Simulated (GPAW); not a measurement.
Runs of GPAW 26.7.0 on MgZn2O3. Symmetry: P-3m1, No. 164, trigonal system. Conventional cell: a = 3.053 Å, b = 3.053 Å, c = 7.452 Å, α = 90.00°, β = 90.00°, γ = 120.00°. Around Zn (site symmetry 3m) lie 6 O at 2.16 to 2.17 Å. Mg (site symmetry -3m) is surrounded by 6 O at 2.13 Å. O (site symmetry -3m) is surrounded by 6 Zn at 2.16 Å. O (site symmetry 3m) is surrounded by 3 Mg at 2.13 Å and 3 Zn at 2.17 Å. The cell comes from a database or a generator and needn't be the stable form of this composition.

```tsv
task	level	potentials or basis	k mesh	band path	band points	gap on the mesh (eV)	pressure (GPa)	largest force (eV/Å)
band structure	PBEsol	PAW data sets generated in the run's folder for this functional, pw	7 × 7 × 3	GMKGALHA,LM,KH	100	1.64	-7.3	0.19
band structure	r2SCAN	GPAW PAW data sets (gpaw-data 1.2.1), pw	7 × 7 × 3	GMKGALHA,LM,KH	100	(b)	-7.3	(a)
band structure	LDA	the program's PAW data sets (release 1.2.1) made for this functional, pw	7 × 7 × 3	GMKGALHA,LM,KH	100	1.67	-14.1	0.26
single point	PBEsol	PAW data sets generated in the run's folder for this functional, pw	10 × 10 × 4	-	-	1.64	-7.3	0.19
```

Alike in all rows: no spin polarisation; cell as given; cutoff (eV) 800; smearing fermi-dirac 0.05 eV.

Q: Fill in the values left out.

A: (a) 0.15; (b) 2.36.

Caveats: the PAW data sets were made with another functional, which shifts forces and pressure a little (some runs).

A k mesh can miss the band edges.

Not every run made on this cell is shown here.
